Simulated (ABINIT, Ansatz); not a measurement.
# Quasiparticle gap of F (C2/c) in ABINIT, part 2 of 3

Wanted: ground state, empty states, screening and self-energy for F (C2/c).

ABINIT 10.8.3; LDA and many-body steps on it, plane waves. Known limits of the many-body steps: not at the basis limit; coarse k mesh.

So far. Step 2 (Ground state): The gap is direct, at Γ.

### Step 3. Bands along the symmetry lines

Level of this step: DFT, LDA, plane waves, norm-conserving pseudopotentials (ABINIT).

Levels along a band path, at the cheap level, show where the edges lie and whether the meshes to come will hold them.

Input file run.abi:

```
acell 3*1.0 Angstrom
rprim 
  2.556322424600 -1.584027248600 -0.000000000000
  2.556322424600 1.584027248600 -0.000000000000
  -0.562110604000 -0.000000000000 6.597708898900
ntypat 1
znucl 9
natom 4
typat 1 1 1 1
xred 
  0.595832880000 0.915335970000 0.597955500000
  0.084664030000 0.404167120000 0.902044500000
  0.404167120000 0.084664030000 0.402044500000
  0.915335970000 0.595832880000 0.097955500000
pp_dirpath "pseudos"
pseudos "F.upf"
ecut 36
iscf -2
irdden 1
kptopt 0
nkpt 76
kpt 
  0.00000000 0.00000000 0.00000000
  -0.04333607 0.04333607 0.00000000
  -0.08667214 0.08667214 0.00000000
  -0.13000821 0.13000821 0.00000000
  -0.17334427 0.17334427 0.00000000
  -0.21668034 0.21668034 0.00000000
  -0.26001641 0.26001641 0.00000000
  -0.30335248 0.30335248 0.00000000
  -0.34668855 0.34668855 -0.00000000
  -0.65331145 -0.34668855 0.00000000
  -0.63414752 -0.36585248 0.00000000
  -0.61498359 -0.38501641 0.00000000
  -0.59581966 -0.40418034 0.00000000
  -0.57665572 -0.42334427 0.00000000
  -0.55749179 -0.44250821 0.00000000
  -0.53832786 -0.46167214 0.00000000
  -0.51916393 -0.48083607 0.00000000
  -0.50000000 -0.50000000 0.00000000
  -0.43750000 -0.43750000 0.00000000
  -0.37500000 -0.37500000 0.00000000
  -0.31250000 -0.31250000 0.00000000
  -0.25000000 -0.25000000 0.00000000
  -0.18750000 -0.18750000 0.00000000
  -0.12500000 -0.12500000 0.00000000
  -0.06250000 -0.06250000 0.00000000
  0.00000000 0.00000000 0.00000000
  -0.06250000 -0.06250000 0.06250000
  -0.12500000 -0.12500000 0.12500000
  -0.18750000 -0.18750000 0.18750000
  -0.25000000 -0.25000000 0.25000000
  -0.31250000 -0.31250000 0.31250000
  -0.37500000 -0.37500000 0.37500000
  -0.43750000 -0.43750000 0.43750000
  -0.50000000 -0.50000000 0.50000000
  -0.51995611 -0.48004389 0.50000000
  -0.53991223 -0.46008777 0.50000000
  -0.55986834 -0.44013166 0.50000000
  -0.57982446 -0.42017554 0.50000000
  -0.59978057 -0.40021943 0.50000000
  -0.61973668 -0.38026332 0.50000000
  -0.63969280 -0.36030720 0.50000000
  -0.65964891 -0.34035109 0.50000000
  -0.34035109 0.34035109 0.50000000
  -0.29780720 0.29780720 0.50000000
  -0.25526332 0.25526332 0.50000000
  -0.21271943 0.21271943 0.50000000
  -0.17017555 0.17017555 0.50000000
  -0.12763166 0.12763166 0.50000000
  -0.08508777 0.08508777 0.50000000
  -0.04254389 0.04254389 0.50000000
  0.00000000 0.00000000 0.50000000
  0.00000000 0.00000000 0.43750000
  0.00000000 0.00000000 0.37500000
  0.00000000 0.00000000 0.31250000
  0.00000000 0.00000000 0.25000000
  0.00000000 0.00000000 0.18750000
  0.00000000 0.00000000 0.12500000
  0.00000000 0.00000000 0.06250000
  0.00000000 0.00000000 0.00000000
  -0.50000000 0.00000000 0.50000000
  -0.43750000 0.00000000 0.43750000
  -0.37500000 0.00000000 0.37500000
  -0.31250000 0.00000000 0.31250000
  -0.25000000 0.00000000 0.25000000
  -0.18750000 0.00000000 0.18750000
  -0.12500000 0.00000000 0.12500000
  -0.06250000 0.00000000 0.06250000
  0.00000000 0.00000000 0.00000000
  -0.06250000 0.00000000 0.00000000
  -0.12500000 0.00000000 0.00000000
  -0.18750000 0.00000000 0.00000000
  -0.25000000 0.00000000 0.00000000
  -0.31250000 0.00000000 0.00000000
  -0.37500000 0.00000000 0.00000000
  -0.43750000 0.00000000 0.00000000
  -0.50000000 0.00000000 0.00000000
istwfk *1
nband 21
nbdbuf 2
tolwfr 1e-08
nstep 40
prtwf 0
prtvol 0
indata_prefix "in"
outdata_prefix "out"
tmpdata_prefix "tmp"
```

Run with:

```bash
$ OMP_NUM_THREADS=1 mpirun -n 4 abinit run.abi > log
```

Numbers of over 12 decimals in the logs are rounded to 6 here.

What it wrote:

```text
.Version 10.8.3 of ABINIT. v10.8.2 released Aug 2026.

 Symmetries : space group C2/c (# 15); Bravais mC (1-face-center monocl.)
[... echo of the input left out ...]
== DATASET  1 ==================================================================
-   mpi_nproc: 4, omp_nthreads: 1 (-1 if OMP is not activated)

--- !DatasetInfo
iteration_state: {dtset: 1, }
dimensions: {natom: 4, nkpt: 76, mband: 21, nsppol: 1, nspinor: 1, nspden: 1, mpw: 3742, }
cutoff_energies: {ecut:  36.0, pawecutdg:  -1.0, }
electrons: {nelect:   2.80000000E+01, charge:   0.00000000E+00, occopt:   1.00000000E+00, tsmear:   1.00000000E-02, }

 Real(R)+Recip(G) space primitive vectors, cartesian coordinates (Bohr,Bohr^-1):
 R(1)=  4.8307493 -2.9933777  0.0000000  G(1)=  0.1035036 -0.1670354  0.0088183
 R(2)=  4.8307493  2.9933777  0.0000000  G(2)=  0.1035036  0.1670354  0.0088183
 R(3)= -1.0622351  0.0000000 12.4678629  G(3)=  0.0000000  0.0000000  0.0802062
 Unit cell volume ucvol=  3.6057700E+02 bohr^3
 Angles (23,13,12)=  9.41380476E+01  9.41380476E+01  6.35689171E+01 degrees

 getcut: wavevector=  0.0000  0.0000  0.0000  ngfft=  32  32  72
         ecut(hartree)=     36.000   => boxcut(ratio)=   2.08502

--- Pseudopotential description ------------------------------------------------
- F Generated using ONCVPSP code by D. R. Hamann
-  9.00000   7.00000  201202                  znucl, zion, pspdat
12 -1012 2 -1 824                             pspcod,pspxc,lmax,lloc,mmax
     nproj     2     2     1
  pspatm : epsatm=    4.94580260
         --- l  ekb(1:nproj) -->
             0    6.487052    1.061847
             1   -4.029087   -1.312559
             2   -2.364936
 pspatm: atomic psp has been read  and splines computed

--------------------------------------------------------------------------------

================================================================================
 prteigrs : about to open file out_EIG
 Non-SCF case, kpt    1 (  0.00000  0.00000  0.00000), residuals and eigenvalues=
  4.77E-09  5.48E-09  3.38E-09  1.76E-09  1.72E-09  6.44E-09  3.46E-09  5.31E-09
  1.67E-09  1.80E-09  2.79E-09  4.51E-09  6.81E-09  4.24E-09  7.92E-09  5.73E-09
  6.06E-10  2.44E-09  2.31E-09  9.22E-09  4.18E-07
 -1.0660E+00 -1.0586E+00 -8.3439E-01 -8.1244E-01 -4.1400E-01 -3.7132E-01
 -2.7287E-01 -2.6985E-01 -2.6577E-01 -2.6390E-01 -1.6903E-01 -1.5694E-01
 -1.5211E-01 -1.4995E-01 -6.3657E-02 -2.2380E-02  1.9401E-01  2.8246E-01
  3.2920E-01  5.4936E-01  6.0336E-01
 Non-SCF case, kpt    2 ( -0.04334  0.04334  0.00000), residuals and eigenvalues=
  3.58E-09  5.21E-09  4.39E-09  8.38E-09  4.92E-09  2.87E-09  9.02E-09  2.45E-09
[...]
5.85E-10  7.96E-10  2.12E-09  2.50E-09  1.64E-04
[...]
Non-SCF case, kpt    3 ( -0.08667  0.08667  0.00000), residuals and eigenvalues=
[...]
1.98E-09  9.36E-09  2.09E-09  3.37E-06  5.98E-06
[...]
Non-SCF case, kpt   75 ( -0.43750  0.00000  0.00000), residuals and eigenvalues=
[...]
Non-SCF case, kpt   76 ( -0.50000  0.00000  0.00000), residuals and eigenvalues=
[...]
-3.1066E-01 -3.1036E-01 -2.7551E-01 -2.7472E-01 -1.7457E-01 -1.7265E-01
 -1.5661E-01 -1.5514E-01 -3.7761E-02 -3.7120E-02  3.7069E-01  3.7261E-01
[...]
--- !ResultsGS
iteration_state: {dtset: 1, }
comment   : Summary of ground state results
lattice_vectors:
- [  4.8307493,  -2.9933777,  -0.0000000, ]
- [  4.8307493,   2.9933777,  -0.0000000, ]
- [ -1.0622351,  -0.0000000,  12.4678629, ]
lattice_lengths: [   5.68300,    5.68300,   12.51303, ]
lattice_angles: [ 94.138,  94.138,  63.569, ] # degrees, (23, 13, 12)
lattice_volume:   3.6057700E+02
convergence: {deltae:  0.000E+00, res2:  0.000E+00, residm:  9.997E-09, diffor:  0.000E+00, }
etotal    :  -9.79315764E+01
entropy   :   0.00000000E+00
fermie    :  -1.49948339E-01
cartesian_stress_tensor: null
pressure_GPa: null
xred      :
- [  5.9583E-01,   9.1534E-01,   5.9796E-01,  F]
- [  8.4664E-02,   4.0417E-01,   9.0204E-01,  F]
- [  4.0417E-01,   8.4664E-02,   4.0204E-01,  F]
- [  9.1534E-01,   5.9583E-01,   9.7956E-02,  F]
cartesian_forces: null
force_length_stats: {min: null, max: null, mean: null, }

 Integrated electronic density in atomic spheres:
 ------------------------------------------------
 Atom  Sphere_radius  Integrated_density
[...]
================================================================================

 ----iterations are completed or convergence reached----

 Mean square residual over all n,k,spin=   42.729E-10; max=  99.965E-10
 reduced coordinates (array xred) for    4 atoms
[...]
0.404167120000      0.084664030000      0.402044500000
       0.915335970000      0.595832880000      0.097955500000

 cartesian coordinates (angstrom) at end:
    1      3.526918     0.506102     3.945136
    2      0.742561     0.506102     5.951427
    3      1.023617    -0.506102     2.652573
    4      3.807973    -0.506102     0.646282
 length scales=  1.889726125908  1.889726125908  1.889726125908 bohr
              =  1.000000000000  1.000000000000  1.000000000000 angstroms
 prteigrs : about to open file out_EIG
 Eigenvalues (hartree) for nkpt=  76  k points:
 kpt#   1, nband= 21, wtk=  1.00000, kpt=  0.0000  0.0000  0.0000 (reduced coord)
[...]
kpt#   2, nband= 21, wtk=  1.00000, kpt= -0.0433  0.0433  0.0000 (reduced coord)
[...]
kpt#   3, nband= 21, wtk=  1.00000, kpt= -0.0867  0.0867  0.0000 (reduced coord)
[...]
kpt#  75, nband= 21, wtk=  1.00000, kpt= -0.4375  0.0000  0.0000 (reduced coord)
[...]
0.34078    0.40091    0.41732    0.43334    0.47379
 kpt#  76, nband= 21, wtk=  1.00000, kpt= -0.5000  0.0000  0.0000 (reduced coord)
  -1.05582   -1.05560   -0.82170   -0.82119   -0.39546   -0.39478   -0.31066   -0.31036
  -0.27551   -0.27472   -0.17457   -0.17265   -0.15661   -0.15514   -0.03776   -0.03712
   0.37069    0.37261    0.44017    0.44787    0.45357

== END DATASET(S) ==============================================================
================================================================================

 -outvars: echo values of variables after computation  --------
            nband          21
             nkpt          76
          spgroup          15
 [... the other variables as echoed above ...]

 Calculation completed.
```

Run time: 16 s. Hardware: 4 MPI ranks of Arm Neoverse V1, shared host; peak memory 0.34 GiB.

Numbers from this step:

```
gap                        : 2.348 eV
k of the valence top       : 0, 0, 0
k of the conduction bottom : 0, 0, 0
least direct gap           : 2.348 eV
```

The gap is 2.348 eV, as in the run before at this level.

Electronic bands along the path, in eV, zero at the top of the highest filled band:

```
     point  band 11  band 12  band 13  band 14  band 15  band 16  band 17  band 18
         Γ    -0.52    -0.19    -0.06     0.00     2.35     3.47     9.36    11.77
   halfway    -0.41    -0.41    -0.27    -0.12     2.73     3.29    11.49    13.87
         C    -0.80    -0.59    -0.33    -0.19     2.87     3.22    14.70    15.41
jump to C2    -0.80    -0.59    -0.33    -0.19     2.87     3.22    14.70    15.41
   halfway    -0.97    -0.64    -0.31    -0.18     2.71     3.34    14.38    15.47
        Y2    -1.04    -0.68    -0.32    -0.18     2.65     3.38    14.30    15.14
   halfway    -0.58    -0.55    -0.21    -0.13     2.53     3.43    11.18    13.39
         Γ    -0.52    -0.19    -0.06     0.00     2.35     3.47     9.36    11.77
   halfway    -0.57    -0.41    -0.30    -0.22     2.64     3.31    11.29    12.98
        M2    -0.64    -0.64    -0.47    -0.47     3.02     3.02    14.67    14.67
   halfway    -0.60    -0.60    -0.42    -0.42     3.02     3.02    14.81    14.81
         D    -0.50    -0.50    -0.35    -0.35     3.01     3.01    15.20    15.20
jump to D2    -0.50    -0.50    -0.35    -0.35     3.01     3.01    15.20    15.20
   halfway    -0.31    -0.31    -0.18    -0.18     2.96     2.96    12.10    12.10
         A    -0.39    -0.39    -0.03    -0.03     2.90     2.90    10.26    10.26
   halfway    -0.49    -0.25    -0.05    -0.01     2.51     3.30     9.61    11.11
         Γ    -0.52    -0.19    -0.06     0.00     2.35     3.47     9.36    11.77
jump to L2    -0.57    -0.51    -0.17    -0.05     2.96     3.02    14.40    14.58
   halfway    -0.46    -0.36    -0.18    -0.08     2.69     3.25    11.10    12.60
         Γ    -0.52    -0.19    -0.06     0.00     2.35     3.47     9.36    11.77
   halfway    -0.48    -0.39    -0.15    -0.11     2.61     3.36    10.95    13.31
        V2    -0.67    -0.62    -0.18    -0.14     3.05     3.07    14.17    14.22
```

### Step 4. Empty states on the mesh, 4×4×2 mesh, 44 bands

The sums over transitions need many empty states on a uniform mesh; this step solves for them.

Input file run.abi:

```
acell 3*1.0 Angstrom
rprim 
  2.556322424600 -1.584027248600 -0.000000000000
  2.556322424600 1.584027248600 -0.000000000000
  -0.562110604000 -0.000000000000 6.597708898900
ntypat 1
znucl 9
natom 4
typat 1 1 1 1
xred 
  0.595832880000 0.915335970000 0.597955500000
  0.084664030000 0.404167120000 0.902044500000
  0.404167120000 0.084664030000 0.402044500000
  0.915335970000 0.595832880000 0.097955500000
pp_dirpath "pseudos"
pseudos "F.upf"
ecut 36
ngkpt 4 4 2
nshiftk 1
shiftk 0 0 0
kptopt 1
chksymbreak 0
iscf -2
irdden 1
istwfk *1
nband 44
nbdbuf 4
tolwfr 1e-09
nstep 60
prtvol 0
indata_prefix "in"
outdata_prefix "out"
tmpdata_prefix "tmp"
```

What it wrote:

```text
.Version 10.8.3 of ABINIT. v10.8.2 released Aug 2026.

 Symmetries : space group C2/c (# 15); Bravais mC (1-face-center monocl.)
[... echo of the input left out ...]
== DATASET  1 ==================================================================
-   mpi_nproc: 4, omp_nthreads: 1 (-1 if OMP is not activated)

--- !DatasetInfo
iteration_state: {dtset: 1, }
dimensions: {natom: 4, nkpt: 14, mband: 44, nsppol: 1, nspinor: 1, nspden: 1, mpw: 3742, }
cutoff_energies: {ecut:  36.0, pawecutdg:  -1.0, }
electrons: {nelect:   2.80000000E+01, charge:   0.00000000E+00, occopt:   1.00000000E+00, tsmear:   1.00000000E-02, }

 Real(R)+Recip(G) space primitive vectors, cartesian coordinates (Bohr,Bohr^-1):
 R(1)=  4.8307493 -2.9933777  0.0000000  G(1)=  0.1035036 -0.1670354  0.0088183
 R(2)=  4.8307493  2.9933777  0.0000000  G(2)=  0.1035036  0.1670354  0.0088183
 R(3)= -1.0622351  0.0000000 12.4678629  G(3)=  0.0000000  0.0000000  0.0802062
 Unit cell volume ucvol=  3.6057700E+02 bohr^3
 Angles (23,13,12)=  9.41380476E+01  9.41380476E+01  6.35689171E+01 degrees

 getcut: wavevector=  0.0000  0.0000  0.0000  ngfft=  32  32  72
         ecut(hartree)=     36.000   => boxcut(ratio)=   2.08502

--- Pseudopotential description ------------------------------------------------
- F Generated using ONCVPSP code by D. R. Hamann
-  9.00000   7.00000  201202                  znucl, zion, pspdat
12 -1012 2 -1 824                             pspcod,pspxc,lmax,lloc,mmax
     nproj     2     2     1
  pspatm : epsatm=    4.94580260
         --- l  ekb(1:nproj) -->
             0    6.487052    1.061847
             1   -4.029087   -1.312559
             2   -2.364936
 pspatm: atomic psp has been read  and splines computed

--------------------------------------------------------------------------------

================================================================================
 prteigrs : about to open file out_EIG
 Non-SCF case, kpt    1 (  0.00000  0.00000  0.00000), residuals and eigenvalues=
  9.08E-10  2.42E-10  4.53E-10  6.71E-10  1.36E-10  2.00E-10  1.06E-10  2.37E-10
  4.79E-10  1.14E-10  2.89E-10  2.84E-10  1.96E-10  2.68E-10  3.51E-10  2.82E-10
  7.57E-10  3.93E-10  5.46E-10  2.34E-10  1.89E-10  2.70E-10  4.48E-10  3.98E-10
[...]
1.55E-06  2.58E-08  3.68E-05  2.30E-04
 -1.0660E+00 -1.0586E+00 -8.3439E-01 -8.1244E-01 -4.1400E-01 -3.7132E-01
 -2.7287E-01 -2.6985E-01 -2.6577E-01 -2.6390E-01 -1.6903E-01 -1.5694E-01
 -1.5211E-01 -1.4995E-01 -6.3657E-02 -2.2380E-02  1.9401E-01  2.8246E-01
  3.2920E-01  5.4936E-01  6.0336E-01  6.7361E-01  7.2735E-01  7.4563E-01
  7.6100E-01  7.6849E-01  8.0313E-01  8.1810E-01  8.9825E-01  9.1660E-01
  9.2663E-01  9.3025E-01  9.7374E-01  9.7463E-01  1.0103E+00  1.0431E+00
  1.0899E+00  1.1422E+00  1.1515E+00  1.1535E+00  1.2240E+00  1.2357E+00
  1.2577E+00  1.2857E+00
 prteigrs : prtvol=0 or 1, do not print more k-points.

--- !ResultsGS
iteration_state: {dtset: 1, }
comment   : Summary of ground state results
lattice_vectors:
- [  4.8307493,  -2.9933777,  -0.0000000, ]
- [  4.8307493,   2.9933777,  -0.0000000, ]
- [ -1.0622351,  -0.0000000,  12.4678629, ]
lattice_lengths: [   5.68300,    5.68300,   12.51303, ]
lattice_angles: [ 94.138,  94.138,  63.569, ] # degrees, (23, 13, 12)
lattice_volume:   3.6057700E+02
convergence: {deltae:  0.000E+00, res2:  0.000E+00, residm:  9.922E-10, diffor:  0.000E+00, }
etotal    :  -9.79315764E+01
entropy   :   0.00000000E+00
fermie    :  -1.49948339E-01
cartesian_stress_tensor: null
pressure_GPa: null
xred      :
- [  5.9583E-01,   9.1534E-01,   5.9796E-01,  F]
- [  8.4664E-02,   4.0417E-01,   9.0204E-01,  F]
- [  4.0417E-01,   8.4664E-02,   4.0204E-01,  F]
- [  9.1534E-01,   5.9583E-01,   9.7956E-02,  F]
cartesian_forces: null
force_length_stats: {min: null, max: null, mean: null, }

 Integrated electronic density in atomic spheres:
 ------------------------------------------------
 Atom  Sphere_radius  Integrated_density
    1        2.00000          7.04400684
[...]
================================================================================

 ----iterations are completed or convergence reached----

 Mean square residual over all n,k,spin=   35.955E-11; max=  99.225E-11
 reduced coordinates (array xred) for    4 atoms
[...]
0.404167120000      0.084664030000      0.402044500000
       0.915335970000      0.595832880000      0.097955500000

 cartesian coordinates (angstrom) at end:
    1      3.526918     0.506102     3.945136
    2      0.742561     0.506102     5.951427
    3      1.023617    -0.506102     2.652573
    4      3.807973    -0.506102     0.646282
 length scales=  1.889726125908  1.889726125908  1.889726125908 bohr
              =  1.000000000000  1.000000000000  1.000000000000 angstroms
 prteigrs : about to open file out_EIG
 Eigenvalues (hartree) for nkpt=  14  k points:
 kpt#   1, nband= 44, wtk=  0.03125, kpt=  0.0000  0.0000  0.0000 (reduced coord)
[...]
0.76100    0.76849    0.80313    0.81810    0.89825    0.91660    0.92663    0.93025
   0.97374    0.97463    1.01032    1.04313    1.08986    1.14225    1.15152    1.15349
   1.22402    1.23567    1.25767    1.28570
 prteigrs : prtvol=0 or 1, do not print more k-points.

== END DATASET(S) ==============================================================
================================================================================

 -outvars: echo values of variables after computation  --------
            nband          44
             nkpt          14
          spgroup          15
 [... the other variables as echoed above ...]

 Calculation completed.
```

It took 9 s on 4 MPI ranks; peak memory 0.28 GiB; 36 s of CPU time.

Numbers from this step:

```
gap                                                           : 2.348 eV
k of the valence top                                          : 0, 0, 0
k of the conduction bottom                                    : 0, 0, 0
least direct gap                                              : 2.348 eV
k points computed                                             : 14
lowest point of the top converged band, above the valence top : 35.47 eV
```

On this mesh the gap is 2.348 eV.

(Part 2 of 3 ends here.)

[Paths, hosts, dates, memory and timing lines, banners, echoed tables and standing remarks are left out of the program output.]

[Logs are printed without paths, hosts, clocks, repeated set-up lines and the standing remarks that a program may print on its own settings, such as how far it seeks lower states.]

[Runs of the session that timed out or met a known fault of the program may be left out.]

[Hosts, paths, dates, database ids (printed as entryN), source tags and the programs' standing remarks are cut or masked in the printed files.]

[G0W0 gaps are taken among the corrected bands and points alone; a level outside them can change the order at an edge.]

[Where Ansatz stands beside ABINIT at settings called matched, ABINIT's density can come from a denser mesh and the files from another edition; pairs whose starting gaps differed by over 0.03 eV were left out, so agreement reads better than it is.]
